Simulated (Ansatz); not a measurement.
**GaN: a prediction, then the measurements**

All numbers below come from DFT PBE, scalar-relativistic, plane waves, PAW in Ansatz 0.2.0.

Settings: cutoff 420 eV, Γ-centred mesh 10×10×10 on the computed 2-atom cell, Gaussian smearing of 0.02 eV; no spin polarisation.

Relaxed structure:

```cif
data_structure
_symmetry_space_group_name_H-M 'F-43m'
_symmetry_Int_Tables_number 216
_cell_length_a 4.5485
_cell_length_b 4.5485
_cell_length_c 4.5485
_cell_angle_alpha 90.000
_cell_angle_beta 90.000
_cell_angle_gamma 90.000
_cell_volume 94.10
loop_
_atom_site_label
_atom_site_type_symbol
_atom_site_symmetry_multiplicity
_atom_site_Wyckoff_symbol
_atom_site_fract_x
_atom_site_fract_y
_atom_site_fract_z
_atom_site_occupancy
Ga1 Ga 4 a 0.00000 0.00000 0.00000 1
N1 N 4 c 0.25000 0.25000 0.25000 1
```

```json
{"Space group": "F-43m (No. 216)", "Volume per atom": "79.4 bohr³", "Formation energy from the elements' standard states (uncorrected)": "-0.437 eV/atom", "Kohn–Sham band gap": "1.54 eV, direct at Γ", "Orbital (Löwdin) character of the top 1 eV of the valence band": "N 2p 87 %, Ga 4p 8 %", "Orbital (Löwdin) character of the lowest 1 eV of the conduction band": "N 2s 35 %, Ga 4s 34 %, N 2p 20 %", "Electron masses at the edge by direction of the standard setting (m_e; one valley, along these axes only; no spin-orbit coupling)": "x: 0.14; y: 0.14; z: 0.14", "Hole masses at the edge by direction of the standard setting (m_e; one valley, along these axes only; no spin-orbit coupling)": "x: 0.90, 0.90, 0.15; y: 0.90, 0.90, 0.15; z: 0.90, 0.90, 0.15", "Bulk modulus": "172 GPa", "Its pressure derivative": "4.4", "Electronic dielectric constant xx, yy, zz (independent particles)": "6.3, 6.3, 6.3", "Bader charge by site (e)": "Ga (1 in the cell) 1.54, N (1 in the cell) -1.54"}
```

**Against measurements.**

A measured band gap of GaN is 3.17 eV (direct; 300 K; a printed reference work (textbook)); the calculated 1.54 eV falls short of it by 1.63 eV. Kohn–Sham gaps of semilocal functionals fall short of measured ones as a rule.

It was relaxed from a Materials Project cell. Löwdin shares on free-atom orbitals overweight diffuse shells in the empty bands.
